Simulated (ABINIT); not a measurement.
Bi:

```
CELL_PARAMETERS angstrom
2.26750 1.30914 3.93800
-2.26750 1.30914 3.93800
0.00000 -2.61828 3.93800
ATOMIC_POSITIONS crystal
Bi 0.76600 0.76600 0.76600
Bi 0.23400 0.23400 0.23400
```

* Program: ABINIT 10.8.3 (patched build)
* Task: relaxation of cell and atoms
* Functional: PBEsol
* Potentials or basis: JTH PAW PBE v2.0
* Cutoff: 599 eV
* k mesh: 7 × 7 × 7
* Occupations: fermi-dirac, width 0.05 eV
* Spin: no spin polarisation

At the start: pressure -0.3 GPa; volume 35.07 Å³/atom.

Question: How do energy, volume and symmetry change on relaxing?

Answer: Over 7 steps the energy falls by 3.3 meV/atom and the volume is 34.27 Å³/atom (-2.3 %); space group R-3m (No. 166, to 0.05 Å).

The path:
```
step  energy change (eV)  largest force (eV/Å)  pressure (GPa)  volume (Å³)
   1              0.0000                0.1376           -0.33        70.14
   2             -0.0013                0.1027           -0.38        70.07
   3             -0.0042                0.0152           -0.43        69.60
   4             -0.0049                0.0278           -0.31        69.32
   5             -0.0058                0.0099            0.04        68.73
   6             -0.0062                0.0022            0.11        68.59
   7             -0.0066                0.0021            0.09        68.54
```

Final structure:
```
CELL_PARAMETERS angstrom
2.26549 1.30798 3.85523
-2.26549 1.30798 3.85523
0.00000 -2.61597 3.85523
ATOMIC_POSITIONS crystal
Bi 0.76316 0.76316 0.76316
Bi 0.23684 0.23684 0.23684
```

Caveat: the PAW data sets were made with another functional, which shifts forces and pressure a little.
